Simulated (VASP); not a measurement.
# Rh₈H: nudged elastic band

Rh₈H, defect, 9 atoms in the cell. PBE, nudged elastic band; PAW potentials Rh_pv, H (PBE set).

Path: an interstitial H atom hops to the next site of its kind; Moving images: 1.

## Input

INCAR.step1:
```
  PREC = Normal
  ENCUT = 250
  EDIFF = 1E-6
  ISMEAR = 1
  SIGMA = 0.1
  LREAL = False
  LASPH = True
  NELM = 100
  ALGO = Normal
  LWAVE = False
  LCHARG = False
  IBRION = 2
  NSW = 100
  ISIF = 2
  EDIFFG = -0.02
  POTIM = 0.5
  KPAR = 8
```

INCAR.step3, as INCAR.step1 but for:
```
- IBRION = 2
- ISIF = 2
- EDIFFG = -0.02
- POTIM = 0.5
+ IBRION = 1
+ POTIM = 0.3
+ EDIFFG = -0.05
+ SPRING = -5
+ IMAGES = 1
```

KPOINTS:
```
k-points
0
Gamma
  7 7 7
```

00/POSCAR:
```
HRh8
1.0
   -4.0964685633      2.3650972278      4.4284890000
    4.0964685633     -2.3650972278      4.4284890000
    1.3654895211      2.3650972278     -4.4284890000
Rh H
8 1
Direct
    0.4664055429      0.2969046734      0.5096902872
    0.9567152557      0.7872143862      0.4903097128
    0.9556238752      0.2950454041      0.0000000000
    0.4594094365      0.7923944420      0.0000000000
    0.5335944571      0.7030953267      0.4903097128
    0.0432847443      0.2127856139      0.5096902872
    0.0443761248      0.7049545959      0.0000000000
    0.5405905635      0.2076055580      1.0000000000
    0.0000000000      0.0000000000      0.0000000000
```

01/POSCAR:
```
HRh8
1.0
   -4.0964685633      2.3650972278      4.4284890000
    4.0964685633     -2.3650972278      4.4284890000
    1.3654895211      2.3650972278     -4.4284890000
Rh H
8 1
Direct
    0.4672553749      0.2994362391      0.4932319215
    0.9740212285      0.8061996961      0.5067632126
    0.9698629679      0.3054843929     -0.0000010845
    0.4734131436      0.8090742578      0.0000001224
    0.5175862168      0.7028790580      0.4415280538
    0.0761247865      0.2615042104      0.5586915654
    0.0758616917      0.7042797955      0.0000088666
    0.5567802896      0.2229926015      1.0006742490
   -0.1109056996     -0.1118502512     -0.0008969068
```

02/POSCAR:
```
HRh8
1.0
   -4.0964685633      2.3650972278      4.4284890000
    4.0964685633     -2.3650972278      4.4284890000
    1.3654895211      2.3650972278     -4.4284890000
Rh H
8 1
Direct
    0.4808723042      0.3113714477      0.4903097720
    0.9905625321      0.8210616757      0.5096902280
    0.9853825506      0.3183675245      0.0000000000
    0.4827327452      0.8221532953      0.0000000000
    0.5649930234      0.7344938800      0.4903097720
    0.0746832515      0.2441841080      0.5096902280
    0.0728228103      0.7334022602      0.0000000000
    0.5701730050      0.2371880311      1.0000000000
   -0.2222222222     -0.2222222222      0.0000000000
```

POSCAR.step1:
```
HRh8
1.0
   -4.0964685633      2.3650972278      4.4284890000
    4.0964685633     -2.3650972278      4.4284890000
    1.3654895211      2.3650972278     -4.4284890000
Rh H
8 1
Direct
    0.4583333334      0.2916666667      0.5000000000
    0.9583333333      0.7916666667      0.5000000000
    0.9583333333      0.2916666667      0.0000000000
    0.4583333333      0.7916666667      0.0000000000
    0.5416666666      0.7083333334      0.5000000000
    0.0416666667      0.2083333334      0.5000000000
    0.0416666667      0.7083333333      0.0000000000
    0.5416666667      0.2083333333      0.0000000000
    0.0000000000      0.0000000000      0.0000000000
```

POSCAR.step2:
```
HRh8
1.0
   -4.0964685633      2.3650972278      4.4284890000
    4.0964685633     -2.3650972278      4.4284890000
    1.3654895211      2.3650972278     -4.4284890000
Rh H
8 1
Direct
    0.4583333334      0.2916666667      0.5000000000
    0.9583333333      0.7916666667      0.5000000000
    0.9583333333      0.2916666667      0.0000000000
    0.4583333333      0.7916666667      0.0000000000
    0.5416666666      0.7083333334      0.5000000000
    0.0416666667      0.2083333334      0.5000000000
    0.0416666667      0.7083333333      0.0000000000
    0.5416666667      0.2083333333      0.0000000000
   -0.2500000000     -0.2500000000      0.0000000000
```

Commands (each step's output is kept before the next begins):
```
cat potpaw_PBE.64/Rh_pv/POTCAR potpaw_PBE.64/H/POTCAR > POTCAR
cp INCAR.step1 INCAR
cp POSCAR.step1 POSCAR
mpirun -np 8 vasp_std > vasp.out
cp POSCAR.step2 POSCAR
mpirun -np 8 vasp_std > vasp.out
# 00 and 02 hold the relaxed ends, the second shifted as a whole so that the mean position stays; the images between are interpolated (pair-distance (IDPP))
cp INCAR.step3 INCAR
mpirun -np 8 vasp_std > vasp.out
```

## Result

- Barrier (eV): 0.391
- Barrier of the reverse step (eV): 0.391
- Energy of the second end over the first (eV): 0.000
- Top of the path (share of its length): 0.50
- Length of the path (Å): 2.11
- Steps of the band: 4
- Ionic steps, all stages: 18
- Electronic steps, all stages: 160

Energy along the relaxed band:

| Image | Distance along the path (Å) | Energy above the first end (eV) | Slope along the path (eV/Å) | Largest force across the path (eV/Å) |
|---|---|---|---|---|
| 0 | 0.000 | 0.000 | relaxed end |  |
| 1 | 1.053 | 0.391 | 0.000 | 0.039 |
| 2 | 2.105 | 0.000 | relaxed end |  |

The two ends have the same energy within 0.01 eV.

Limits: the cell holds 9 atoms, so the vacancy or interstitial meets its own images and the barrier isn't that of a lone defect; the atom stays on the straight, symmetric line between the sites, so the barrier is an upper bound: a way around it wasn't tried; a single image in the middle can't show two humps with a dip between them, and says nothing of the springs.

VASP 6.6.1 took 585 s on 8 cores (Intel Xeon Platinum 8488C (Sapphire Rapids)), a shared host.
